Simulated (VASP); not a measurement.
# HfC (P6_3mc) in VASP: further runs

Aim: see how the results for HfC move with the level of theory and the settings. Levels: PBE, PBEsol. Tasks: relaxation of cell and atoms, relaxation of the atoms.

Program: VASP 6.6.1. These are calculated values, not measurements. Logs are shortened: lines on timing, memory, paths and dates and some standing lists are left out, and cuts for length are marked.

## 1. The structure

Symmetry: P6_3mc, No. 186, hexagonal system. Conventional cell: a = 3.891 Å, b = 3.891 Å, c = 6.337 Å, α = 90.00°, β = 90.00°, γ = 120.00°. Hf (site symmetry 3m) has 4 C at 2.34 to 2.39 Å as nearest neighbours. C (site symmetry 3m) has 4 Hf at 2.34 to 2.39 Å as nearest neighbours.

The cell was built by a generator and needn't be a form met in nature.

## 2. Relaxation of cell and atoms, PBE

INCAR

```
SYSTEM = HfC
PREC = Accurate ; ENCUT = 600
EDIFF = 1E-6 ; ISMEAR = 0
SIGMA = 0.05 ; LREAL = .FALSE.
LASPH = .TRUE. ; NELM = 60
ALGO = Normal ; ISIF = 3
LWAVE = .FALSE. ; LCHARG = .FALSE.
GGA = PE ; IBRION = 2
NSW = 60 ; EDIFFG = -0.02
```

KPOINTS

```
regular mesh
0
G
  8 8 4
  0 0 0
```

POSCAR

```
HfC
1.0
    3.8906683800      0.0000000000      0.0000000000
   -1.9453341900      3.3694176600      0.0000000000
    0.0000000000      0.0000000000      6.3373305500
Hf C
2 2
Direct
    0.3333333300      0.6666666700      0.0000000000
    0.6666666700      0.3333333300      0.5000000000
    0.3333333300      0.6666666700      0.3700000000
    0.6666666700      0.3333333300      0.8700000000
```

Potentials or basis: VASP PAW PBE potentials, release 64 (Hf_pv, C).

Launch:

```sh
> cat potpaw_PBE.64/Hf_pv/POTCAR potpaw_PBE.64/C/POTCAR > POTCAR
> mpirun -np 1 vasp_std > vasp.out
```

OUTCAR:

```text
SYSTEM = HfC
   PREC = Accurate
   ENCUT = 600
   EDIFF = 1E-6
   ISMEAR = 0
   LREAL = .FALSE.
   LASPH = .TRUE.
   NELM = 60
   ISIF = 3
   GGA = PE
   IBRION = 2
   NSW = 60
   EDIFFG = -0.02

 ion  position               nearest neighbor table
   1  0.333  0.667  0.000-   3 2.34   4 2.39   4 2.39   4 2.39
   2  0.667  0.333  0.500-   4 2.34   3 2.39   3 2.39   3 2.39
   3  0.333  0.667  0.370-   1 2.34   2 2.39   2 2.39   2 2.39
   4  0.667  0.333  0.870-   2 2.34   1 2.39   1 2.39   1 2.39

  LATTYP: Found a hexagonal cell.
 ALAT       =     3.8906683800
 C/A-ratio  =     1.6288539477

  Lattice vectors:

 A1 = (   3.8906683800,   0.0000000000,   0.0000000000)
 A2 = (  -1.9453341900,   3.3694176600,   0.0000000000)
 A3 = (   0.0000000000,   0.0000000000,   6.3373305500)

Analysis of symmetry for initial positions (statically):
=====================================================================
 Subroutine PRICEL returns:
 Original cell was already a primitive cell.

 Routine SETGRP: Setting up the symmetry group for a
 hexagonal supercell.

 Subroutine GETGRP returns: Found 12 space group operations
 (whereof  6 operations were pure point group operations)
 out of a pool of 24 trial point group operations.

The static configuration has the point symmetry C_3v.
 The point group associated with its full space group is C_6v.

Analysis of symmetry for dynamics (positions and initial velocities):
=====================================================================
 Subroutine PRICEL returns:
 Original cell was already a primitive cell.

 Routine SETGRP: Setting up the symmetry group for a
 hexagonal supercell.

 Subroutine GETGRP returns: Found 12 space group operations
 (whereof  6 operations were pure point group operations)
 out of a pool of 24 trial point group operations.

The dynamic configuration has the point symmetry C_3v.
 The point group associated with its full space group is C_6v.

 Subroutine INISYM returns: Found 12 space group operations
 (whereof  6 operations are pure point group operations),
 and found     1 'primitive' translations

----------------------------------------------------------------------------------------

                                     Primitive cell

  volume of cell :      83.0779

  direct lattice vectors                    reciprocal lattice vectors
     3.890668380  0.000000000  0.000000000     0.257025247  0.148393595  0.000000000
    -1.945334190  3.369417660  0.000000000     0.000000000  0.296787190  0.000000000
     0.000000000  0.000000000  6.337330550     0.000000000  0.000000000  0.157795146

  length of vectors
     3.890668380  3.890668385  6.337330550     0.296787191  0.296787190  0.157795146

  position of ions in fractional coordinates (direct lattice)
     0.333333330  0.666666670  0.000000000
     0.666666670  0.333333330  0.500000000
     0.333333330  0.666666670  0.370000000
     0.666666670  0.333333330  0.870000000

  ion indices of the primitive-cell ions
   primitive index   ion index
                 1           1
                 2           2
                 3           3
                 4           4

----------------------------------------------------------------------------------------

 KPOINTS: regular mesh

Automatic generation of k-mesh.
 Grid dimensions read from file:
 generate k-points for:    8    8    4

 Generating k-lattice:

  Cartesian coordinates                     Fractional coordinates (reciprocal lattice)
     0.032128156  0.018549199  0.000000000     0.125000000 -0.000000000  0.000000000
     0.000000000  0.037098399  0.000000000     0.000000000  0.125000000  0.000000000
     0.000000000  0.000000000  0.039448787     0.000000000  0.000000000  0.250000000

  Length of vectors
     0.037098399  0.037098399  0.039448787

  Shift w.r.t. Gamma in fractional coordinates (k-lattice)
     0.000000000  0.000000000  0.000000000

 Subroutine IBZKPT returns following result:
 ===========================================

 Found     30 irreducible k-points:

 Following reciprocal coordinates:
            Coordinates               Weight
  0.000000  0.000000  0.000000      1.000000
  0.125000  0.000000  0.000000      6.000000
  0.250000  0.000000  0.000000      6.000000
  0.375000  0.000000  0.000000      6.000000
  0.500000  0.000000  0.000000      3.000000
  0.125000  0.125000  0.000000      6.000000
[... 16 lines left out ...]
  0.250000  0.000000  0.500000      6.000000
  0.375000  0.000000  0.500000      6.000000
 [... further k-points ...]
   k-points           NKPTS =     30   k-points in BZ     NKDIM =     30   number of bands    NBANDS=     18
   number of dos      NEDOS =    301   number of ions     NIONS =      4
   total plane-waves  NPLWV =  55296
   dimension x,y,z NGX =    32 NGY =   32 NGZ =   54
   dimension x,y,z NGXF=    64 NGYF=   64 NGZF=  108
   ions per type =               2   2
   NGX,Y,Z   is equivalent  to a cutoff of  13.67, 13.67, 14.17 a.u.
   NGXF,Y,Z  is equivalent  to a cutoff of  27.35, 27.35, 28.33 a.u.
 SYSTEM =  HfC
   PREC   = accura    normal or accurate (medium, high low for compatibility)
   ISTART =      0    job   : 0-new  1-cont  2-samecut
   ICHARG =      2    charge: 1-file 2-atom 10-const
   ISPIN  =      1    spin polarized calculation?
   LNONCOLLINEAR =      F non collinear calculations
   LSORBIT =      F    spin-orbit coupling
   LASPH  =      T    aspherical Exc in radial PAW
   ENCUT  =  600.0 eV  44.10 Ry    6.64 a.u.   7.77  7.77 12.66*2*pi/ulx,y,z
   NELM   =     60;   NELMIN=  2; NELMDL= -5     # of ELM steps
   EDIFF  = 0.1E-05   stopping-criterion for ELM
   LREAL  =      F    real-space projection
   EDIFFG = -.2E-01   stopping-criterion for IOM
   NSW    =     60    number of steps for IOM
   IBRION =      2    ionic relax: 0-MD 1-quasi-New 2-CG
   NFREE  =      1    steps in history (QN), initial steepest desc. (CG)
   ISIF   =      3    stress and relaxation
   ISYM   =      2    0-nonsym 1-usesym 2-fastsym
   POTIM  = 0.5000    time-step for ionic-motion
   TEBEG  =    0.0;   TEEND  =   0.0 temperature during run
   PSTRESS=    0.0 pullay stress
   NELECT =      28.0000    total number of electrons
   NUPDOWN=      -1.0000    fix difference up-down
   EMIN   =  10.00;   EMAX   =-10.00  energy-range for DOS
   EFERMI =   0.00;   METHOD = LEGACY
   ISMEAR =     0;   SIGMA  =   0.05  broadening in eV -4-tet -1-fermi 0-gaus
   EFERMI_NEDOS =   21; number of points for ismear=-14 and -15
   IALGO  =     38    algorithm
   IMIX   =      4    mixing-type and parameters
     AMIX     =   0.40;   BMIX     =  1.00
     AMIX_MAG =   1.60;   BMIX_MAG =  1.00
  volume/ion in A,a.u.               =      20.77       140.16
  Fermi-wavevector in a.u.,A,eV,Ry     =   1.139285  2.152936 17.659957  1.297970
  Thomas-Fermi vector in A             =   2.275989
   LORBIT       =      0    0 simple, 1 ext, 2 COOP (PROOUT), +10 PAW based schemes
   GGA     = PE    functional components
   LHFCALC =     F    Hartree Fock is set to
   AEXX    =    0.0000 exact exchange contribution
   IVDW    =     0    specifies the selected vdW correction
   LEPSILON=     F    determine dielectric tensor
   LRPA    =     F    only Hartree local field effects (RPA)
 conjugate gradient relaxation of ions
 non-spin polarized calculation
 Gauss-broadening in eV      SIGMA  =   0.05
  energy-cutoff  :      600.00
  volume of cell :       83.08
 maximum number of plane-waves:      2798
 NGX is ok and might be reduce to    32
   NGX = 15   NGY = 15   NGZ = 25

--------------------------------------- Ionic step        1  -------------------------------------------

 number of electron      27.9999999 magnetization

 Free energy of the ion-electron system (eV)
  ---------------------------------------------------
  ext. energy  EPLUGINS =         0.00000000
  ---------------------------------------------------
  free energy    TOTEN  =       -37.97217490 eV

  energy without entropy =      -37.97217490  energy(sigma->0) =      -37.97217490

 E-fermi :   2.2434     XC(G=0):  -9.6870

 val. band max:        1.9368542339   @ k =   0.5000   0.0000   0.0000
 cond. band min:       3.0015320479   @ k =   0.3750   0.0000   0.0000
 fundamental gap:      1.0646778140
 Fermi energy:         2.2434490192

 k-point     1 :       0.0000    0.0000    0.0000
  band No.  band energies     occupation
      1     -28.6499      2.00000
      2     -28.5871      2.00000
      3     -28.5871      2.00000
      4     -28.5711      2.00000
      5     -28.5711      2.00000
      6     -28.5449      2.00000
[... 481 lines left out ...]
      5     -28.5789      2.00000
      6     -28.5789      2.00000
[... 10 lines left out ...]
     17       5.3831      0.00000
     18       5.4066      0.00000

 [... further k-points ...]

------------------------ aborting loop because EDIFF is reached ----------------------------------------

  FORCE on cell =-STRESS in cart. coord.  units (eV):
  Direction    XX          YY          ZZ          XY          YZ          ZX
  --------------------------------------------------------------------------------------
  -------------------------------------------------------------------------------------
  Total      -12.6998511    -12.6998511    -14.9552361      0.0000000      0.0000000     -0.0000000
  in kB     -244.9197385   -244.9197392   -288.4153920      0.0000000      0.0000000     -0.0000000
  external PRESSURE =    -259.4182899 kB  Pullay stress =       0.0000000 kB
[... 95 lines left out ...]
  FREE ENERGIE OF THE ION-ELECTRON SYSTEM (eV)
  ---------------------------------------------------
  free  energy   TOTEN  =       -40.0087366429 eV

  energy  without entropy=      -40.0087366429  energy(sigma->0) =      -40.00873664

[... ionic steps 4 to 20 ...]

--------------------------------------- Ionic step       21  -------------------------------------------

 number of electron      28.0000000 magnetization

------------------------ aborting loop because EDIFF is reached ----------------------------------------
[... 71 lines left out ...]
--------------------------------------- Ionic step       23  -------------------------------------------

 number of electron      28.0000000 magnetization

 Free energy of the ion-electron system (eV)
  ---------------------------------------------------
  ext. energy  EPLUGINS =         0.00000000
  ---------------------------------------------------
  free energy    TOTEN  =       -41.02475446 eV

  energy without entropy =      -41.02422850  energy(sigma->0) =      -41.02449148

 E-fermi :   4.5182     XC(G=0): -11.1913

 val. band max:        4.4184541896   @ k =   0.2500   0.2500   0.0000
 cond. band min:       4.5668516343   @ k =   0.3750   0.1250   0.0000
 fundamental gap:      0.1483974446
 Fermi energy:         4.5182289100

 k-point     1 :       0.0000    0.0000    0.0000
  band No.  band energies     occupation
      1     -25.6634      2.00000
      2     -25.5091      2.00000
      3     -25.5091      2.00000
      4     -25.3075      2.00000
      5     -25.3075      2.00000
      6     -25.0823      2.00000
[... 481 lines left out ...]
      5     -25.1999      2.00000
      6     -25.1999      2.00000
[... 10 lines left out ...]
     17       8.2801      0.00000
     18       8.2801      0.00000

 [... further k-points ...]

------------------------ aborting loop because EDIFF is reached ----------------------------------------

  FORCE on cell =-STRESS in cart. coord.  units (eV):
  Direction    XX          YY          ZZ          XY          YZ          ZX
  --------------------------------------------------------------------------------------
  -------------------------------------------------------------------------------------
  Total        0.0388354      0.0388354      0.0093486      0.0000000      0.0000000      0.0000000
  in kB        1.0466791      1.0466791      0.2519602      0.0000000      0.0000000      0.0000000
  external PRESSURE =       0.7817728 kB  Pullay stress =       0.0000000 kB
[... 19 lines left out ...]
  FREE ENERGIE OF THE ION-ELECTRON SYSTEM (eV)
  ---------------------------------------------------
  free  energy   TOTEN  =       -41.0247544596 eV

  energy  without entropy=      -41.0242285049  energy(sigma->0) =      -41.02449148

 reached required accuracy - stopping structural energy minimisation
```

It took 5 min on 1 thread of Intel Xeon 6975P-C (Granite Rapids), shared host; peak memory 0.26 GiB.

Results:

```
Free energy                            : -41.0248 eV
Relaxed volume                         : 14.86 Å³/atom
Relaxed cell                           : a = 3.845 Å, b = 3.845 Å, c = 4.642 Å, α = 90.00°, β = 90.00°, γ = 120.00°
Space group after relaxing (to 0.05 Å) : P6_3mc (No. 186)
Energy gained by relaxing              : 763.1 meV/atom
Ionic steps                            : 23
Pressure after relaxing                : 0.1 GPa
Band gap on the k mesh                 : none (metal or under the smearing width)
```

Stress tensor (GPa, compression positive):
```
0.10 0.00 0.00
0.00 0.10 0.00
0.00 0.00 0.03
```

The path:
| step | energy change (eV) | largest force (eV/Å) | pressure (GPa) | volume (Å³) |
| --- | --- | --- | --- | --- |
| 1 | 0.0000 | 0.4682 | -25.94 | 83.08 |
| 2 | 0.4519 | 1.5888 | 69.36 | 48.83 |
| 3 | -2.0366 | 0.8363 | -1.77 | 64.04 |
| 4 | -2.0425 | 0.8571 | -0.04 | 63.35 |
| 5 | -2.0427 | 0.8684 | 0.90 | 63.00 |
| 6 | -2.1376 | 0.1478 | 1.08 | 62.74 |
| 7 | -2.1609 | 0.4622 | 1.56 | 62.39 |
| 8 | -2.2070 | 0.4088 | 0.86 | 62.45 |
| 9 | -2.3568 | 0.2406 | -1.41 | 62.57 |
| 10 | -2.6820 | 0.0143 | -5.74 | 62.60 |
| 11 | -2.8644 | 0.0460 | -3.87 | 61.74 |
| 12 | -2.8985 | 0.2553 | -7.32 | 62.41 |
| 13 | -2.9622 | 0.2581 | -6.09 | 62.00 |
| 14 | -2.9672 | 0.2701 | -7.12 | 62.20 |
| 15 | -2.9528 | 0.0084 | 1.69 | 59.58 |
| 16 | -3.0086 | 0.2722 | -3.27 | 60.89 |
| 17 | -3.0466 | 0.1543 | -0.91 | 59.85 |
| 18 | -3.0507 | 0.1066 | 0.28 | 59.41 |
| 19 | -3.0507 | 0.1035 | 0.37 | 59.38 |
| 20 | -3.0516 | 0.0694 | -0.02 | 59.49 |
| 21 | -3.0518 | 0.0390 | -0.38 | 59.59 |
| 22 | -3.0525 | 0.0155 | -0.11 | 59.50 |
| 23 | -3.0526 | 0.0004 | 0.08 | 59.45 |

Final structure:
```
Hf C
1.0
     3.84543    0.00000    0.00000
    -1.92271    3.33024    0.00000
     0.00000    0.00000    4.64199
Hf C
2 2
Direct
  0.33333 0.66667 0.94028
  0.66667 0.33333 0.44028
  0.33333 0.66667 0.42972
  0.66667 0.33333 0.92972
```

Caveat: the volume moved by over 15 % at a fixed basis, so the end points are rough.

## 3. Relaxation of the atoms, PBEsol

INCAR

```
SYSTEM = HfC
PREC = Accurate ; ENCUT = 520
EDIFF = 1E-7 ; ISMEAR = 0
SIGMA = 0.05 ; LREAL = .FALSE.
LASPH = .TRUE. ; NELM = 80
ALGO = Normal ; ISIF = 2
LWAVE = .FALSE. ; LCHARG = .FALSE.
GGA = PS ; IBRION = 2
NSW = 60 ; EDIFFG = -0.02
```

KPOINTS is that of step 2.

POSCAR is that of step 2.

Potentials or basis: VASP PAW PBE potentials, release 64 (Hf_pv, C).

Launch:

```sh
> cat potpaw_PBE.64/Hf_pv/POTCAR potpaw_PBE.64/C/POTCAR > POTCAR
> mpirun -np 1 vasp_std > vasp.out
```

Wall time 47 s (1 thread of Intel Xeon 6975P-C (Granite Rapids), shared host); peak memory 0.22 GiB.

The run converged. Its results:

```
Free energy                  : -39.5123 eV
Energy gained by relaxing    : 12.8 meV/atom
Ionic steps                  : 3
Pressure after relaxing      : -28.6 GPa
Largest force after relaxing : 0.011 eV/Å
Band gap on the k mesh       : 1.07 eV, indirect (least direct gap 1.20 eV)
```

Forces in eV/Å, atoms in the order of the input:
```
Hf   0.000  0.000  0.011
Hf   0.000  0.000  0.011
C    0.000  0.000 -0.011
C    0.000  0.000 -0.011
```

Stress tensor (GPa, compression positive):
```
-27.19   0.00   0.00
  0.00 -27.19   0.00
  0.00   0.00 -31.28
```

The path:
```
step  energy change (eV)  largest force (eV/Å)  pressure (GPa)
   1              0.0000                0.4647          -28.60
   2             -0.0325                0.2651          -28.70
   3             -0.0513                0.0111          -28.55
```

Final structure:
```
Hf C
1.0
     3.89067    0.00000    0.00000
    -1.94533    3.36942    0.00000
     0.00000    0.00000    6.33733
Hf C
2 2
Direct
  0.33333 0.66667 0.99027
  0.66667 0.33333 0.49027
  0.33333 0.66667 0.37973
  0.66667 0.33333 0.87973
```

Levels at points of the mesh, in eV from the valence-band top:
```tsv
k point	band 10	band 11	band 12	band 13	band 14	band 15	band 16	band 17	band 18
(0.00, 0.00, 0.00)	-1.34	-1.34	-1.11	-1.04	-1.04	2.42	2.42	2.60	3.82
(0.50, 0.00, 0.00)	-2.26	-0.99	-0.76	-0.43	0.00	1.20	2.34	2.91	3.36
(0.00, 0.00, 0.50)	-2.16	-1.24	-1.24	-1.24	-1.24	3.26	3.26	3.26	3.26
(0.50, 0.00, 0.50)	-2.79	-0.75	-0.75	-0.41	-0.41	2.37	2.37	3.64	3.64
```

Caveat: a pressure of tens of GPa on the cell as given is suspect, and the run, the potentials or the cell itself is likely at fault; the PAW data sets were made with another functional, which shifts forces and pressure a little; spin-orbit coupling is left out, which moves the levels of the heavy elements. A k mesh can miss the band edges.

## 4. For comparison

An earlier run on the cell as given: functional PBE; potentials or basis VASP PAW PBE potentials, release 64 (Hf_pv, C); cutoff 520 eV; k mesh 8 × 8 × 4; occupations fermi-dirac, width 0.05 eV; no spin polarisation.

- Pressure: -25.9 GPa
- Largest force: 0.468 eV/Å
- Band gap on the k mesh: 1.06 eV, indirect (least direct gap 1.22 eV)

## 5. Summary

```tsv
task	level	cell	cutoff (eV)	smearing	gap on the mesh (eV)	pressure (GPa)	largest force (eV/Å)
relaxation of cell and atoms	PBE	relaxed	600	gaussian 0.05 eV	none	0.1	-
relaxation of the atoms	PBEsol	atoms relaxed	520	gaussian 0.05 eV	1.07	-28.6	0.01
single point	PBE	as given	520	fermi-dirac 0.05 eV	1.06	-25.9	0.47
```

Alike in all rows: potentials or basis VASP PAW PBE potentials, release 64 (Hf_pv, C); no spin polarisation; k mesh 8 × 8 × 4.

Caveats: spin-orbit coupling is left out, which moves the levels of the heavy elements (some runs); the volume moved by over 15 % at a fixed basis, so the end points are rough (some runs); a pressure of tens of GPa on the cell as given is suspect, and the run, the potentials or the cell itself is likely at fault (some runs); the PAW data sets were made with another functional, which shifts forces and pressure a little (some runs); so large a pressure means that the cell lies far from this level's equilibrium, or that cutoff or potentials fall short (some runs).

Absolute energies hang on the potentials; compare differences alone.
